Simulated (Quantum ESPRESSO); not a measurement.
ZrB2:

```
CELL_PARAMETERS angstrom
3.17000 0.00000 0.00000
-1.58500 2.74530 0.00000
0.00000 0.00000 3.53300
ATOMIC_POSITIONS crystal
Zr 0.00000 0.00000 0.00000
B 0.66667 0.33333 0.50000
B 0.33333 0.66667 0.50000
```

Base run:

```yaml
Program: Quantum ESPRESSO 7.5
Functional: PBEsol
Potentials_or_basis: GBRV 1.5 PBEsol
Cutoff: 612 eV
Density_cutoff: 4898 eV
k_mesh: 10 × 10 × 8
Occupations: fermi-dirac, width 0.05 eV
Spin: no spin polarisation
Hubbard_terms: Zr d U = 1 eV
```

Its results: band gap on the k mesh none (metal or under the smearing width); pressure -4.8 GPa.

**Question.** After a change of settings the same cell gave: band gap on the k mesh none (metal or under the smearing width); pressure -8.2 GPa. Which change was it?
A. hubbard terms from Zr d U = 1 eV to Zr d U = 8 eV
B. potentials or basis from GBRV 1.5 PBEsol to PseudoDojo 0.4.1 SR PBEsol standard; cutoff from 612 eV to 1034 eV; density cutoff from 4898 eV to 4136 eV; hubbard terms from Zr d U = 1 eV to none; hubbard projectors from atomic to none
C. hubbard terms from Zr d U = 1 eV to Zr d U = 5 eV
D. hubbard terms from Zr d U = 1 eV to none; hubbard projectors from atomic to none

**Answer.** C.

Caveats: U without spin polarisation on a metal has little footing; the U is typed as a test and isn't derived for this compound.

Not every run made on this cell is shown here.
